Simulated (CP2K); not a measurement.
Sr under changes of volume

One of the cells (56.319 Å³/atom); the others are scaled copies at fixed shape and fractional positions:

```
CELL_PARAMETERS angstrom
4.30253 0.00000 0.00000
2.15127 3.72610 0.00000
2.15127 1.24203 3.51300
ATOMIC_POSITIONS crystal
Sr 0.00000 0.00000 0.00000
```

* Program: CP2K 2026.2
* Functional: PBEsol
* Potentials or basis: POTENTIAL_UZH Sr GTH-PBE-q10; TZVP-MOLOPT-PBE-GTH basis
* Density cutoff: 8163 eV
* k mesh: 8 × 8 × 8
* Occupations: fermi-dirac, width 0.01 eV
* Spin: no spin polarisation

| volume (Å³/atom) | energy over the lowest point (meV/atom) | pressure (GPa) |
| --- | --- | --- |
| 52.940 | 0.00 | -0.3 |
| 54.067 | 2.71 | -0.5 |
| 55.193 | 7.16 | -0.7 |
| 56.319 | 13.20 | -0.9 |
| 57.446 | 20.52 | -1.1 |
| 58.572 | 28.55 | -1.2 |
| 59.698 | ? | ? |

Problem. What does the run at 59.698 Å³/atom give?

Solution. Energy over the lowest point 37.35 meV/atom; pressure -1.3 GPa.

Worked out: A Birch-Murnaghan fit of order 3 (a polynomial in V^(-2/3)) to the other rows has its minimum at 52.25 Å³/atom, just outside them, with B0 = V·E''(V) = 17.6 GPa (rough, since the energies scatter). It gives 37.33 meV/atom at 59.698 Å³/atom, against the run's 37.35, and -dE/dV = -1.3 GPa, against -1.3.

Energies are extrapolated to zero smearing.

Caveats: the potentials were made for another functional, which shifts forces and pressure; the basis of atomic orbitals isn't converged, which shifts pressures, moduli and gaps.
